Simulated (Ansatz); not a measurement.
A plane-wave DFT run in Ansatz 0.2.0 (scalar-relativistic PAW potentials unless the input names others): input and command.

```yaml
crystal:
  lattice:
    - [3.8109987816, 0.0, 0.0]
    - [-1.9054993908, 3.3004217586, 0.0]
    - [0.0, 0.0, 6.137]
  atoms:
    - { symbol: Sn, position: [0.0, 0.0, 0.0] }
    - { symbol: Se, position: [0.3040665942, 0.6452419267, 0.25] }
    - { symbol: Se, position: [0.6959334058, 0.3547580733, 0.75] }
basis:
  ecutwfc: 420
kpoints:
  mp_grid: { grid: [12, 12, 6] }
hamiltonian:
  xc: pbe
  dispersion: d3bj
  pseudopotentials: { kind: nc }
scf:
  occupations: { method: gaussian, width: 0.05 }
  max_iter: 100
output:
  forces: true
  eigenvalues: true
  stress: true
magnetization:
  spin_polarized: true
  spin_orbit: true
```

```bash
ansatz run input.yaml --threads 2 --pin off --max-ram 5120MiB --backend cpu --events-out ev --progress --plain --runs-dir out
```

Question: What will the program do with this input?

Answer: The program refuses it, because of spin-orbit coupling on scalar files and without noncollinear: true (magnetization: not typed → {"spin_polarized": true, "spin_orbit": true}; hamiltonian.pseudopotentials: not typed → {"kind": "nc"}). Without those keys it is accepted.

Abridged log:
```
Error: 2 input errors — fix all and re-run
  1. inconsistent input (magnetization.spin_orbit, magnetization.noncollinear): true requires noncollinear: true — spin–orbit coupling acts on 2-spinor wavefunctions; set both flags
  2. inconsistent input (magnetization.spin_orbit, hamiltonian.pseudopotentials.kind): true requires a fully-relativistic hamiltonian.pseudopotentials.kind (nc_fr or paw_fr), or kind: all_electron without datasets and azcp, which then solves Dirac's equation on LAPW. paw_fr resolves this project's PAW files (source: ansatz) by j as it reads them
```